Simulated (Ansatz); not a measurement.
## CO2 (I-42d) under strain

CO2 (from a published structure), relaxed with r2SCAN in Ansatz. It is tetragonal, I-42d (No. 122); conventional cell a = 3.910 Å, c = 5.935 Å, 7.56 Å³ an atom. C is surrounded by 4 O at 1.39 Å; O is surrounded by 2 C at 1.39 Å.

The axes x, y and z are those of this cell:
```
C O
1.0
    -1.95481    1.95481    2.96733
     1.95481   -1.95481    2.96733
     1.95481    1.95481   -2.96733
C O
2 4
Direct
  0.00000 0.00000 0.00000
  0.75000 0.25000 0.50000
  0.37500 0.29235 0.41735
  0.70765 0.12500 0.08265
  0.87500 0.95765 0.58265
  0.04235 0.62500 0.91735
```

Unstrained: PBE gives an indirect gap of 7.809 eV, from N to Γ; the least direct gap is 8.216 eV at Γ. The r2SCAN gap is indirect, 8.595 eV (N to Γ), below the direct gap of 8.973 eV at Γ. With HSE06 the valence top lies at N and the conduction bottom at Γ, 9.974 eV higher; the smallest vertical gap, at Γ, is 10.274 eV. Meshes: PBE 10×10×10, r2SCAN 10×10×10, HSE06 6×6×6. Strains are changes of length per length. After each strain the atoms were relaxed again with r2SCAN in this cell and within any symmetry left, so distortions that break it or need a larger cell weren't tested; points keep the names that they have in the unstrained zone. Computed at 0 K without zero-point motion; spin polarisation is off.

Changes of the least gap in eV (an overlap counts as a negative gap):
```csv
strain,volume change (%),space group,PBE,r2SCAN,HSE06,"energy rise, r2SCAN (meV/atom)"
uniaxial -2.18 % along z,-2.2,I-42d,-0.017,-0.011,-0.012,3.8
"biaxial +3.83 % in x and y, z held",+7.8,I-42d,-0.183,-0.172,-0.167,20.4
isotropic -2.69 % on every length,-7.9,I-42d,+0.011,+0.013,+0.005,27.5
```

Uniaxial -2.18 % along z, other directions held. HSE06: the gap goes from 9.974 to 9.961 eV (-0.012 eV). Stress change with r2SCAN, compression positive: xx +3.09, yy +3.09, zz +7.41 GPa.

Biaxial +3.83 % in x and y, z held. HSE06: the gap goes from 9.974 to 9.807 eV (-0.167 eV). Stress change with r2SCAN, compression positive: xx -10.55, yy -10.55, zz -8.31 GPa.

Isotropic -2.69 % on every length. HSE06: the gap goes from 9.974 to 9.978 eV (+0.005 eV). Stress change with r2SCAN, compression positive: xx +14.38, yy +14.38, zz +18.79 GPa. For HSE06, dE_g/d ln V = -0.1 eV over this step.

The meshes of the hybrids are coarse, so their gaps aren't converged to the digits shown.
